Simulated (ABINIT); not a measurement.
# Sb in ABINIT: the effect of functional

The system is Sb.

```xyz
1
Lattice="-1.5765 1.5765 2.7119 1.5765 -1.5765 2.7119 1.5765 1.5765 -2.7119" Properties=species:S:1:pos:R:3 pbc="T T T"
Sb    0.0000    0.0000    0.0000
```

This isn't the form of Sb at room conditions, which is rhombohedral.

Alike in all runs:

| Property | Result |
| --- | --- |
| Program | ABINIT 10.8.3 (patched build) |
| Task | single point |
| Potentials or basis | JTH PAW PBE v2.0 |
| Cutoff | 517 eV |
| k mesh | 12 × 12 × 12 |
| Occupations | fermi-dirac, width 0.05 eV |
| Spin | no spin polarisation |

| functional | pressure (GPa) |
| --- | --- |
| PBE | 1.5 |
| LDA | -2.6 |
| PBEsol | -1.5 |
| RPBE | 2.8 |
| BLYP | ? |
| AM05 | -1.8 |
| r2SCAN | 1.1 |
| SCAN | -0.6 |
| revPBE | 2.5 |
| PW91 | 1.8 |
| WC | -1.1 |

Q: What does the run with functional BLYP give?

A: Pressure 7.2 GPa.

Caveats: the PAW data sets were made with another functional, which shifts forces and pressure a little (some runs).
